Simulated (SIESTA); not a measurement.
La under changes of volume

One of the cells (36.962 Å³/atom); the others are scaled copies at fixed shape and fractional positions:

```
CELL_PARAMETERS angstrom
3.75000 0.00000 0.00000
-1.87500 3.24760 0.00000
0.00000 0.00000 6.07000
ATOMIC_POSITIONS crystal
La 0.66667 0.33333 0.75000
La 0.33333 0.66667 0.25000
```

This isn't the form of La at room conditions, which is double hcp.

```yaml
Program: SIESTA 5.4.2
Functional: LDA
Potentials_or_basis: PseudoDojo 0.4 standard (PBE files)
Basis: DZP (energy shift 0.003 Ry; two zetas on semicore shells)
Grid_cutoff: 800 Ry
Energy_shift: 0.003 Ry
k_mesh: 8 × 8 × 5
Occupations: fermi-dirac, width 0.05 eV
Spin: no spin polarisation
```

| volume (Å³/atom) | energy over the lowest point (meV/atom) | pressure (GPa) |
| --- | --- | --- |
| 34.744 | 7.84 | 1.6 |
| 35.483 | 2.28 | 0.9 |
| 36.222 | 0.00 | 0.1 |
| 36.962 | 1.12 | -0.5 |
| 37.701 | 5.00 | -1.1 |
| 38.440 | ? | ? |
| 39.179 | 21.25 | -2.3 |

What does the run at 38.440 Å³/atom give?

Energy over the lowest point 11.80 meV/atom; pressure -1.8 GPa.

Worked out: A Birch-Murnaghan fit of order 3 (a polynomial in V^(-2/3)) to the other rows has its minimum at 36.36 Å³/atom with B0 = V·E''(V) = 34 GPa (rough, since the energies scatter) at fixed shape and positions, which overstates the stiffness. It gives 11.82 meV/atom at 38.440 Å³/atom, against the run's 11.80, and -dE/dV = -1.8 GPa, against -1.8.

Energies are extrapolated to zero smearing.

Caveats: the potentials were made for another functional, which shifts forces and pressure; the basis of atomic orbitals isn't converged, which shifts pressures, moduli and gaps.
